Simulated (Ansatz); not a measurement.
# Worked example: the enthalpy of formation of C2H2Cl2 (trans-1,2-dichloroethylene)

C2H2Cl2: 6 atoms, total charge 0, spin state singlet. As SMILES, `Cl/C=C/Cl`. The coordinates come from a PBE0-D4/def2-TZVP relaxation.

Total energies at PBE/def2-SVPD (Ansatz 0.2.0); the atoms run unrestricted:

| species | state | energy (Eh) |
| --- | --- | --- |
| C2H2Cl2 | singlet | -996.979866 |
| Cl | doublet | -459.806794 |
| C | triplet | -37.752188 |
| H | doublet | -0.498629 |

Harmonic wavenumbers at PBE0-D4/def2-TZVP, in cm⁻¹: 217, 239, 358, 812, 854, 873, 937, 1217, 1299, 1670, 3232, 3234.

Measured heats of formation of the gaseous atoms at 298.15 K, in kJ/mol: Cl 121.3, C 716.9, H 218.0. Spin-orbit lowering of the atoms at 298 K (mean of the ground term's levels less their thermal mean, from spectra), in kJ/mol: Cl 3.44, C 0.02. Take 1 Eh = 2625.50 kJ/mol, 1 cm⁻¹ = 0.0119627 kJ/mol, RT = 2.479 kJ/mol.

Work out the heat of formation of the gas at 298 K.


1. Electronic atomisation energy: 2 × (-459.806794) + 2 × (-37.752188) + 2 × (-0.498629) − (-996.979866) = 0.864644 Eh = 2270.1 kJ/mol.
2. Zero-point energy: half the sum of the wavenumbers, 7471 cm⁻¹ = 89.4 kJ/mol.
3. Thermal vibrational enthalpy, Σ hcν̃/(exp(hcν̃/kT) − 1): 4.4 kJ/mol. Translation, rotation and pV of a non-linear molecule: 4 RT = 9.9 kJ/mol.
4. The 6 free atoms carry 5/2 RT each: 37.2 kJ/mol.
5. Spin-orbit coupling lowers the free atoms by 2 × 3.44 + 2 × 0.02 = 6.9 kJ/mol.
6. Atomisation enthalpy at 298 K: 2270.1 − 6.9 − 89.4 − 4.4 − 9.9 + 37.2 = 2196.7 kJ/mol.
7. Sum of the atoms' heats of formation: 2112.4 kJ/mol. Heat of formation: 2112.4 − 2196.7 = -84.3 kJ/mol.

The tabulated value is +5.0 kJ/mol (CRC Handbook of Chemistry and Physics), so this level is off by -89.3 kJ/mol, or 4.2 % of the atomisation enthalpy that the table implies (2107.3 kJ/mol). Gradient-corrected functionals often overbind somewhat. Anharmonicity and any spin-orbit splitting of the molecule are left out.
